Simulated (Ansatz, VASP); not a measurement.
# Ni in VASP and in Ansatz

```xyz
1
Lattice="0.0000 1.7593 1.7593 1.7593 0.0000 1.7593 1.7593 1.7593 0.0000" Properties=species:S:1:pos:R:3 pbc="T T T"
Ni    0.0000    0.0000    0.0000
```

Alike in both runs: functional PBE; k mesh 20 × 20 × 20; occupations gaussian, width 0.1 eV; collinear spin.

Ansatz relaxed the structure, and its values are those at the end. VASP's run is a single point on that final structure, the one shown.

|  | VASP | Ansatz |
| --- | --- | --- |
| version | VASP 6.6.1 | Ansatz 0.2.0 |
| potentials or method | VASP PAW PBE potentials, release 64 (Ni) | scalar-relativistic, plane waves, PAW |
| plane-wave cutoff (eV) | 520 | 420 |
| valence electrons in the cell | 10 | 18 |

VASP gave:

```
gap on the k mesh at the Fermi level (eV)                     : none
pressure (GPa)                                                : 0.0
net moment per atom (μB)                                      : 0.63
size of the moment on the site where the two differ most (μB) : 0.64
```

Task: What did Ansatz give for the same quantities?

Result: gap on the k mesh at the Fermi level (eV): none; pressure (GPa): 0.0; net moment per atom (μB): 0.64; size of the moment on the site where the two differ most (μB): 0.68.

Site moments also hang on the region over which each program counts them. A gap of «none» marks a metal or a gap that the smearing closes. The two sets of potentials don't hold the same shells in valence.
